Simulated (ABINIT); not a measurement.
A run of ABINIT 10.8.3 (patched build):

The input run.abi:

```
pp_dirpath "./"
pseudos "Ti.GGA_PBE-JTH.xml"

acell 2.95 2.95 4.68 Angstrom
rprim
     1.0000000000     0.0000000000     0.0000000000
    -0.5000000000     0.8660254038     0.0000000000
     0.0000000000     0.0000000000     1.0000000000
ntypat 1
znucl 22
natom 2
typat 1 1
xred
     0.6666666667     0.3333333333     0.7500000000
     0.3333333333     0.6666666667     0.2500000000
chkprim 0
chksymtnons 0
tolsym 1.0e-6

ecut 408.170794 eV
pawecutdg 30.0

kptopt 1
ngkpt 10 10 6
nshiftk 1
shiftk 0.0 0.0 0.0

ixc 27

nband 16
occopt 3
tsmear 0.00183747

nstep 100
tolvrs 1.0e-9

iomode 3
prtwf 0
prtden 0
prteig 0
prtebands 0
enunit 2

ionmov 2
ntime 60
tolmxf 0.0001
optcell 2
dilatmx 1.08
ecutsm 0.5
```

Potentials or basis: JTH PAW PBE v2.0.

Launch:

```console
$ abinit run.abi > log 2>&1
```

Hardware: 1 thread of Arm Neoverse V1, on a shared host.

Question: Estimate the wall time of this run.

Answer: It took 5.4 min on 1 thread of Arm Neoverse V1, on a shared host, peak memory 0.12 GiB. Counts: scf iterations 135, mpi ranks 1, k points 56, bands 16, plane waves 846, ion steps 12.
